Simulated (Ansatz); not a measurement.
# In2Sb: pressure against volume

In2Sb, P6_3/mmc, a = 5.415 Å, c = 6.447 Å. The structure is a Materials Project entry; whether it is the stable form wasn't checked. Ansatz: r2SCAN, PAW, 500 eV, Γ-centred 12×12×6 mesh on 6 atoms, Gaussian smearing 0.10 eV; no spin polarisation. Shape and atoms are relaxed at each volume; pressure is positive in compression.

| V (Å³/atom) | P (GPa) |
| --- | --- |
| 25.654 | 3.07 |
| 26.473 | 1.40 |
| 27.292 | 0.00 |
| 28.110 | -1.18 |
| 28.929 | ? |

Q: Take V0 = 27.292 Å³/atom, fit the third-order Birch–Murnaghan form to the other rows, and predict the missing pressure.

A: With the Eulerian strain f = ½[(V0/V)^(2/3) − 1] and y = P/[3f(1 + 2f)^(5/2)], the form is the line y = B0 + 1.5 B0 (B0′ − 4) f. Rows (f, y): 0.02106, 43.8; 0.01026, 43.2; -0.00975, 42.4. Means f = 0.007190, y = 43.133; Σ(Δf)² = 0.0004888, ΣΔfΔy = 0.02187; the slope is their ratio. y = 42.81 + 44.75 f GPa, so B0 = 42.8 GPa and B0′ = 4 + 2 × (44.75)/(3 × 42.81) = 4.70. At V = 28.929, f = -0.01904, y = 41.96 and P = -2.17 GPa. The run gave -2.16 GPa, so the fit is 0.01 GPa too low, a small miss on the scale of the series. The form still works here, 33 % of the fitted range beyond its end.